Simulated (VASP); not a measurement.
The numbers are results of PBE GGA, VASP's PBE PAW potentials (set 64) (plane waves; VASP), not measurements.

A VASP calculation is set up with these files.

**INCAR**
```
SYSTEM=ZrO2
PREC=Accurate; ENCUT=520; LREAL=.False.
LASPH=.True.
EDIFF=1E-6; NELM=100; ALGO=Normal
LMAXMIX=4
ISMEAR=0; SIGMA=0.05
GGA=PE
ISIF=2
LWAVE=.False.; LCHARG=.False.
```

KPOINTS:
```
Automatic mesh
0
Gamma
7 7 7
0 0 0
```

### POSCAR
```
ZrO2
1
    0.0000000000     2.5959000000     2.5959000000
    2.5959000000     0.0000000000     2.5959000000
    2.5959000000     2.5959000000     0.0000000000
Zr O
1 2
Direct
  0.0000000000   0.0000000000   0.0000000000
  0.2500000000   0.2500000000   0.2500000000
  0.7500000000   0.7500000000   0.7500000000
```

POTCAR, in this order: Zr_sv O_s (PBE.64 set). Program: vasp_std.

The run wrote:

File OSZICAR:
```
       N       E                     dE             d eps       ncg     rms          rms(c)
DAV:   1     0.230086434676E+03    0.23009E+03   -0.14190E+04   640   0.156E+03
DAV:   2    -0.261825484717E+02   -0.25627E+03   -0.25254E+03   792   0.449E+02
DAV:   3    -0.348317118472E+02   -0.86492E+01   -0.86405E+01   936   0.868E+01
DAV:   4    -0.350789672019E+02   -0.24726E+00   -0.24715E+00   888   0.103E+01
DAV:   5    -0.350842451506E+02   -0.52779E-02   -0.52779E-02   888   0.115E+00    0.240E+01
DAV:   6    -0.286624724791E+02    0.64218E+01   -0.39213E+01   800   0.563E+01    0.311E+01
DAV:   7    -0.285875531043E+02    0.74919E-01   -0.14049E+00   824   0.104E+01    0.185E+01
DAV:   8    -0.285299076205E+02    0.57645E-01   -0.32337E-01   800   0.658E+00    0.595E-01
DAV:   9    -0.285301113771E+02   -0.20376E-03   -0.32172E-02   944   0.131E+00    0.417E-01
DAV:  10    -0.285314411508E+02   -0.13298E-02   -0.87740E-03   688   0.894E-01    0.215E-01
DAV:  11    -0.285312407426E+02    0.20041E-03   -0.10062E-03   760   0.306E-01    0.753E-02
DAV:  12    -0.285312748528E+02   -0.34110E-04   -0.25267E-04   864   0.126E-01    0.186E-02
DAV:  13    -0.285312761418E+02   -0.12890E-05   -0.17465E-05   728   0.368E-02    0.900E-03
DAV:  14    -0.285312765801E+02   -0.43826E-06   -0.85786E-07   576   0.936E-03
   1 F= -.28531277E+02 E0= -.28531277E+02  d E =-.569162E-22
```

**OUTCAR**
```
------------------------ aborting loop because EDIFF is reached ----------------------------------------
  FORCE on cell =-STRESS in cart. coord.  units (eV):
  Direction    XX          YY          ZZ          XY          YZ          ZX
  --------------------------------------------------------------------------------------
  Total       -2.0321018     -2.0321018     -2.0321018     -0.0000000     -0.0000000     -0.0000000
  in kB      -93.0598120    -93.0598120    -93.0598120     -0.0000000     -0.0000000     -0.0000000
  external PRESSURE =     -93.0598120 kB  Pullay stress =       0.0000000 kB
  volume of cell :       34.99
      direct lattice vectors                 reciprocal lattice vectors
     0.000000000  2.595900000  2.595900000    -0.192611426  0.192611426  0.192611426
     2.595900000  0.000000000  2.595900000     0.192611426 -0.192611426  0.192611426
     2.595900000  2.595900000  0.000000000     0.192611426  0.192611426 -0.192611426
 POSITION                                       TOTAL-FORCE (eV/Angst)
 -----------------------------------------------------------------------------------
      0.00000      0.00000      0.00000        -0.000000      0.000000     -0.000000
      1.29795      1.29795      1.29795         0.000000      0.000000      0.000000
      3.89385      3.89385      3.89385        -0.000000     -0.000000     -0.000000
 -----------------------------------------------------------------------------------
    total drift:                                0.000000      0.000000      0.000000
  FREE ENERGIE OF THE ION-ELECTRON SYSTEM (eV)
  ---------------------------------------------------
  free  energy   TOTEN  =       -28.5312765801 eV

  energy  without entropy=      -28.5312765801  energy(sigma->0) =      -28.53127658
```
(Selected blocks of OUTCAR.)

The compound is ZrO2 in the fluorite structure, the high-temperature cubic form, which is unstable at 0 K; the monoclinic form is the stable one. The cell was not relaxed at this level. The run is one of a series of settings (POTCAR Zr_sv O_s (PBE.64 set) against the base run), some of them coarse on purpose.
